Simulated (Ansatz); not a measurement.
Ga:

```
Ga
1.0
     2.26150   -3.83050    0.00000
     2.26150    3.83050    0.00000
     0.00000    0.00000    4.52400
Ga
4
Direct
  0.34510 0.65490 0.41900
  0.15490 0.84510 0.91900
  0.65490 0.34510 0.58100
  0.84510 0.15490 0.08100
```

```yaml
Program: Ansatz 0.2.0
Task: single point
Functional: PBEsol
Potentials_or_basis: Ansatz PAW
Cutoff: "420 eV (not typed: the program's choice for these potentials)"
k_mesh: 7 × 7 × 6
Occupations: fermi-dirac, width 0.05 eV
Spin: no spin polarisation
```

On this cell: pressure -1.6 GPa; largest force 0.125 eV/Å; band gap on the k mesh none (metal or under the smearing width).

The same run follows on a disturbed copy (atoms moved at random, drawn with an rms of 0.05 Å):

```xyz
4
Lattice="2.2615 -3.8305 0.0000 2.2615 3.8305 0.0000 0.0000 0.0000 4.5240" Properties=species:S:1:pos:R:3 pbc="T T T"
Ga    2.2782    1.1194    1.8723
Ga    2.2206    2.6632    4.1456
Ga    2.2661   -1.1869    2.7073
Ga    2.2933   -2.6374    0.3909
```

Problem. What does the disturbed cell give?

Solution. The energy (extrapolated to zero smearing) moves by +6.4 meV/atom; pressure -1.5 GPa; largest force 0.460 eV/Å; band gap on the k mesh none (metal or under the smearing width).

Forces on the atoms (eV/Å):
```
Ga   0.096  0.448 -0.039
Ga   0.166 -0.242  0.005
Ga  -0.154 -0.341 -0.146
Ga  -0.108  0.135  0.179
```

Stress tensor (GPa, compression positive):
```
-2.27 -0.10  0.22
-0.10 -0.66 -0.56
 0.22 -0.56 -1.57
```

Caveats: the PAW data sets come from PBE, with cores solved anew for the run's functional, which leaves a small shift of forces and pressure.
